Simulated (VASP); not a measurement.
A run of VASP 6.6.1 is set up as follows.

Contents of INCAR:

```
SYSTEM = WS2
PREC = Accurate
ENCUT = 520
EDIFF = 1E-6
ISMEAR = 0
SIGMA = 0.02
LREAL = .False.
LASPH = .True.
NELM = 100
ALGO = Normal
ISIF = 2
LWAVE = .False.
LCHARG = .False.
LDIPOL = .True.
IDIPOL = 3
DIPOL = 0.5 0.5 0.500
GGA = PE
IVDW = 12
NBANDS = 20
```

The input KPOINTS:

```
regular mesh
0
Gamma
  12 12 1
  0 0 0
```

File POSCAR:

```
WS2
1.0
    3.1846574186      0.0000000000      0.0000000000
   -1.5923287093      2.7579942268      0.0000000000
    0.0000000000      0.0000000000     32.2996392941
S W
2 1
Direct
    0.3333333333      0.6666666667      0.4514826712
    0.3333333333      0.6666666667      0.5485173288
    0.6666666667      0.3333333333      0.5000000000
```

Potentials or basis: VASP PAW PBE potentials, release 64 (S, W_sv).

Command:

```sh
$ cat potpaw_PBE.64/S/POTCAR potpaw_PBE.64/W_sv/POTCAR > POTCAR
$ mpirun -np 1 vasp_std > vasp.out
```

(1) Predict the largest force.

(2) Estimate the band gap on the k mesh.

Results:

(1) 0.004 eV/Å.

(2) 1.81 eV, direct.

Caveat: spin-orbit coupling is left out, which moves the levels of the heavy elements.
